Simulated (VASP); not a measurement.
# Mg, self-consistent run: which settings are enough?

Mg, I4/mmm (no. 139), 1 atom in the cell. PBEsol; PAW potentials Mg (PBE set). VASP 6.6.1.

Wanted: stress within 0.05 GPa.

What the run is for: stress; Accuracy asked: tight.

POSCAR:
```
Mg
1.0
    0.0000000000      2.2442560000      2.2218134400
    2.2442560000      0.0000000000      2.2218134400
    2.2442560000      2.2442560000      0.0000000000
Mg
1
Direct
    0.0000000000      0.0000000000      0.0000000000
```

The series start from Plane-wave cutoff (eV): 260; Smearing width (eV): 0.03; k-point mesh: 14 × 14 × 14; Precision mode (PREC): Accurate; Electronic threshold (eV): 1e-6; Bands in all (NBANDS): 10; Aspherical gradient terms in the spheres (LASPH): yes; Electronic algorithm: ALGO=Normal; Support grid and gradient cutoff: ADDGRID=False GGA_COMPAT=False; Density mixing: defaults. Each series keeps the choices made before it, and each single choice may use up half of a tolerance.

## Plane-wave cutoff (eV)

| Plane-wave cutoff (eV) | Stress, largest deviation (GPa) | SCF iterations | Time (s) |
|---|---|---|---|
| 160 | 0.036 | 9 | 9.1 |
| 200 | 0.029 | 9 | 14 |
| 230 | 0.003 | 9 | 16 |
| 260 | 0.009 | 9 | 20 |
| 300 | 0.008 | 9 | 20 |
| 350 | 0.004 | 9 | 26 |
| 420 | 0.005 | 9 | 32 |
| 520 | 0.001 | 9 | 45 |
| 600 (reference) | 0.000 | 9 | 73 |

## Smearing width (eV)

| Smearing width (eV) | Stress, largest deviation (GPa) | SCF iterations | Time (s) |
|---|---|---|---|
| 0.15 | 0.230 | 9 | 14 |
| 0.1 | 0.221 | 9 | 14 |
| 0.07 | 0.183 | 9 | 21 |
| 0.05 | 0.135 | 9 | 13 |
| 0.03 | 0.053 | 9 | 16 |
| 0.02 (reference) | 0.000 | 9 | 14 |

## k-point mesh

| k-point mesh | Stress, largest deviation (GPa) | SCF iterations | Time (s) |
|---|---|---|---|
| 5 × 5 × 5 | 1.468 | 9 | 2.6 |
| 6 × 6 × 6 | 1.181 | 9 | 2.9 |
| 7 × 7 × 7 | 0.306 | 9 | 3.3 |
| 9 × 9 × 9 | 0.121 | 9 | 5.9 |
| 12 × 12 × 12 | 0.155 | 9 | 14 |
| 14 × 14 × 14 | 0.498 | 9 | 14 |
| 17 × 17 × 17 | 0.208 | 9 | 23 |
| 20 × 20 × 20 (reference) | 0.000 | 9 | 29 |

## Precision mode (PREC)

| Precision mode (PREC) | Stress, largest deviation (GPa) | SCF iterations | Time (s) |
|---|---|---|---|
| Low | 0.002 | 9 | 16 |
| SingleN | 0.368 | 9 | 16 |
| Normal | 0.002 | 9 | 16 |
| Accurate (reference) | 0.000 | 9 | 29 |

## Electronic threshold (eV)

| Electronic threshold (eV) | Stress, largest deviation (GPa) | SCF iterations | Time (s) |
|---|---|---|---|
| 0.001 | 0.015 | 8 | 14 |
| 0.0001 | 0.015 | 8 | 14 |
| 1e-5 | 0.016 | 8 | 14 |
| 1e-6 | 0.000 | 9 | 16 |
| 1e-7 | 0.000 | 10 | 18 |
| 1e-8 (reference) | 0.000 | 12 | 20 |

## Bands in all (NBANDS)

| Bands in all (NBANDS) | Stress, largest deviation (GPa) | SCF iterations | Time (s) |
|---|---|---|---|
| 2 | 0.006 | 8 | 3.3 |
| 3 | 0.001 | 8 | 4.4 |
| 5 | 0.002 | 8 | 6.5 |
| 7 | 0.001 | 8 | 9.4 |
| 10 | 0.001 | 8 | 14 |
| 19 (reference) | 0.000 | 8 | 26 |

## Aspherical gradient terms in the spheres (LASPH)

| Aspherical gradient terms in the spheres (LASPH) | Stress, largest deviation (GPa) | SCF iterations | Time (s) |
|---|---|---|---|
| yes | 0.000 | 8 | 3.3 |
| no | 0.000 | 8 | 2.8 |

## Electronic algorithm

| Electronic algorithm | Stress, largest deviation (GPa) | SCF iterations | Time (s) |
|---|---|---|---|
| ALGO=Normal | 0.000 | 8 | 3.3 |
| ALGO=Fast | 0.000 | 8 | 3.8 |
| ALGO=VeryFast | 0.000 | 15 | 5.5 |
| ALGO=All ISEARCH=1 | 0.014 | 7 | 3.7 |
| ALGO=All ISEARCH=0 | 0.014 | 7 | 3.6 |
| ALGO=Damped TIME=0.4 | 0.210 | 11 | 5.2 |
| ALGO=Damped TIME=0.1 | 0.347 | 13 | 5.7 |

## Support grid and gradient cutoff

| Support grid and gradient cutoff | Stress, largest deviation (GPa) | SCF iterations | Time (s) |
|---|---|---|---|
| ADDGRID=False GGA_COMPAT=False | 0.000 | 8 | 3.3 |
| ADDGRID=True GGA_COMPAT=False | 0.000 | 8 | 3.6 |
| ADDGRID=False GGA_COMPAT=True | 0.002 | 8 | 3.6 |

## Density mixing

| Density mixing | Stress, largest deviation (GPa) | SCF iterations | Time (s) |
|---|---|---|---|
| defaults | 0.000 | 8 | 3.3 |
| MIXPRE=0 | 0.006 | 8 | 3.5 |
| AMIN=0.01 | 0.000 | 8 | 3.4 |
| MIXPRE=2 | 0.001 | 8 | 3.5 |
| BMIX=0.5 | 0.009 | 8 | 3.5 |
| AMIX=0.2 | 0.036 | 8 | 3.4 |
| MAXMIX=-10 | 0.000 | 8 | 3.6 |

## Question

The rows run from the loosest to the tightest (no order: aspherical gradient terms in the spheres, electronic algorithm, support grid and gradient cutoff, density mixing). For each series: choose the loosest value from which every tighter one stays within half of the tolerance; where there is no order, keep the first row unless others stay within half of the tolerance and take at least 30 % less time, and then take the fastest.

## Answer

- Plane-wave cutoff (eV): 230
- Smearing width (eV): 0.02, the tightest run, since the next looser one is off by more than half of the tolerance (convergence isn't shown beyond it)
- k-point mesh: 20 × 20 × 20, the tightest run, since the next looser one is off by more than half of the tolerance (convergence isn't shown beyond it)
- Precision mode (PREC): Normal
- Electronic threshold (eV): 0.001
- Bands in all (NBANDS): 2
- Aspherical gradient terms in the spheres (LASPH): yes
- Electronic algorithm: ALGO=Normal
- Support grid and gradient cutoff: ADDGRID=False GGA_COMPAT=False
- Density mixing: defaults

## All choices together

| Input | Stress, largest deviation (GPa) | Time (s) |
|---|---|---|
| the program's defaults (naive) | 0.509 | 1.0 |
| chosen settings | 0.021 | 3.3 |
| reference settings throughout | 0.000 | 398 |

The chosen settings stay within the tolerance of the reference run, but the reference itself isn't shown to be converged in: Smearing width (eV), k-point mesh.

Values of the reference run: Stress: 0.509, 0, 0, 0, 0.509, 0, 0, 0, 0.4191 GPa.

## The input

INCAR:
```
ADDGRID = False
ALGO = Normal
EDIFF = 0.001
ENCUT = 230
GGA = PS
GGA_COMPAT = False
ISIF = 2
ISMEAR = -1
LASPH = True
LCHARG = False
LREAL = False
LWAVE = False
NBANDS = 2
NELM = 120
PREC = Normal
SIGMA = 0.02
```

KPOINTS:
```
Automatic mesh
0
Gamma
  20 20 20
  0 0 0
```

Commands:
```
cat potpaw_PBE.64/Mg/POTCAR > POTCAR
mpirun -np 1 vasp_std > vasp.out
```

The chosen input took VASP 6.6.1 3.3 s on 1 core (AMD EPYC 7R43 (Zen 3)), a shared host.

## An input that fails: cutoff far too low

It runs to its end, but against the unchanged starting input it is off by 0.567 GPa in the stress.

Changes against the starting input:
```
- NELM = 120
- ENCUT = 260
+ NELM = 50
+ ENCUT = 90
```
